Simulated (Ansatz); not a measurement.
Runs of Ansatz 0.2.0 on La. Symmetry: P6_3/mmc, No. 194, hexagonal system. The conventional cell has a = 3.770 Å, b = 3.770 Å, c = 12.159 Å, α = 90.00°, β = 90.00°, γ = 120.00°. La (site symmetry -6m2) is surrounded by 12 La at 3.74 to 3.77 Å. La (site symmetry -3m) is surrounded by 12 La at 3.74 to 3.77 Å. 

| task | level | potentials or basis | cell | k mesh | cutoff (eV) | points for each segment of the path | mesh quality | gap on the mesh (eV) | pressure (GPa) | relaxed volume (Å³/atom) |
| --- | --- | --- | --- | --- | --- | --- | --- | --- | --- | --- |
| projected density of states | r2SCAN0 | Ansatz PAW | as given | 5 × 5 × 2 | 500 | - | coarse | none | - | - |
| single point | PBE | Ansatz PAW | as given | 8 × 8 × 3 | 420 | - | not flagged | none | -0.2 | - |
| projected density of states | PBEsol | Ansatz PAW | as given | 5 × 5 × 2 | 420 | - | coarse | none | (a) | - |
| projected density of states | LDA | Ansatz PAW | as given | 5 × 5 × 2 | 420 | - | coarse | none | -3.3 | - |
| single point | PBE | Ansatz PAW earlier set | as given | 8 × 8 × 3 | 600 | - | not flagged | none | -0.2 | - |
| band structure | PBEsol | Ansatz PAW | as given | 8 × 8 × 3 | 420 | 14 | not flagged | none | -2.3 | - |
| projected density of states | HSE06 | Ansatz PAW | as given | 5 × 5 × 2 | 420 | - | coarse | none | - | - |
| relaxation of cell and atoms | PBEsol | Ansatz PAW | relaxed | 8 × 8 × 3 | 420 | - | not flagged | none | 0.0 | 33.98 |
| projected density of states | PBE | Ansatz PAW | as given | 5 × 5 × 2 | 420 | - | coarse | none | (b) | - |
| projected density of states | RPBE | Ansatz PAW | as given | 5 × 5 × 2 | 420 | - | coarse | none | (c) | - |
| projected density of states | r2SCAN | Ansatz PAW | as given | 5 × 5 × 2 | 500 | - | coarse | none | 0.2 | - |
| relaxation of cell and atoms | RPBE | Ansatz PAW | relaxed | 8 × 8 × 3 | 420 | - | not flagged | none | 0.0 | 39.06 |

Alike in all rows: no spin polarisation; smearing fermi-dirac 0.05 eV.

Q: Fill in the values left out.

A: (a) -2.0; (b) 0.1; (c) 1.4.

Caveats: some runs use coarse meshes; the PAW data sets come from PBE, with cores solved anew for the run's functional, which leaves a small shift of forces and pressure (some runs); the density of states is complete only up to the lowest level of the last band computed (some runs); the magnetic or orbital state may not be the lowest (some runs); the plane-wave basis is chosen anew once the cell has moved, so the energies of steps on either side of that aren't comparable (some runs); the potentials were made for another functional, which shifts forces and pressure (some runs).

A k mesh can miss the band edges, and the runs leave out spin-orbit coupling on La.

A gap of «none» marks a metal or a gap under the smearing width.

Not every run made on this cell is shown here.
